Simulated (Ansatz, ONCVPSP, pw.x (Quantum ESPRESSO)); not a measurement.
Ge (Z = 32) (fcc): variants of one ONCV potential in the solid

```
Element                 : germanium (Ge)
Generator               : ONCVPSP 4.0.1
Type                    : optimised norm-conserving Vanderbilt (ONCV)
Functional              : PBE
Relativity              : scalar-relativistic
Frozen core             : [Ar] 3d10
Valence charge          : 4
Reference configuration : 4s1 4p3
Partial waves           : 4s: rc 1.65 bohr, ncon 4, nbas 8, qcut 4.1 1/bohr, 2 projectors, debl 2.9 Ha; 4p: rc 2.05 bohr, ncon 3, nbas 7, qcut 4.3 1/bohr, 2 projectors, debl 1.7 Ha; d scattering state at 0.14 Ha: rc 1.90 bohr, ncon 3, nbas 7, qcut 5.5 1/bohr, 2 projectors, debl 2.3 Ha
Local potential         : polynomial inside 1.25 bohr (lpopt 5, dvloc0 2 Ha)
Core correction         : Teter function, fcfact 4.25, rcfact 1.05
```

Crystal test: fcc Ge in pw.x 7.5, no spin, 13³ k-points, Fermi–Dirac smearing 0.01 Ry, cutoffs set for each file from its atomic test. The reference is all-electron LAPW (Ansatz 0.2.0) with the same functional, mesh and smearing; V0 and B0 come from Birch–Murnaghan fits to the pressures at five volumes. Errors are pseudo minus all-electron; Δ is the rms difference of the E(V) curves that follow from these fits, minima aligned, over ±6 % about the mean V0. Mesh and smearing are coarse, so the numbers serve the comparison and aren't converged zero-temperature values; the lattice is a test structure that the element need not adopt.

All-electron: a0 = 4.278 Å (V0 = 19.58 Å³/atom), B0 = 60.8 GPa.

Base: The generator flags a localised state at positive energy (d at 15 eV).

1 further variants are left out: they gave no file fit for a test, a broken result, the same result as the base, or pressures whose basis-set error rivals the error shown.

| change | cutoffs (Ry) | pw.x | a0 (Å) | a0 error (%) | B0 error (%) | Δ (meV/atom) | mean pressure error (GPa) |
| --- | --- | --- | --- | --- | --- | --- | --- |
| base | 80/320 | converged | 4.267 | -0.27 | +1.5 | 2.1 | -0.50 |
| core correction Teter function, fcfact 2.9, rcfact 1.05 | 80/320 | converged | 4.267 | -0.26 | +1.6 | 2.0 | -0.47 |
| d: debl 3.6 | 80/320 | converged | 4.281 | +0.06 | +1.2 | 0.5 | +0.11 |
| local potential polynomial inside 1.44 bohr (lpopt 5, dvloc0 2 Ha) | 80/320 | converged | 4.270 | -0.20 | +1.4 | 1.6 | -0.37 |

Question: Give the row for: core correction Teter function, fcfact 4.25, rcfact 1.7.

Answer: pw.x: converged; mean pressure error (GPa): -2.10; a0 (Å): 4.228; a0 error (%): -1.18; B0 error (%): +5.2; Δ (meV/atom): 9.3.
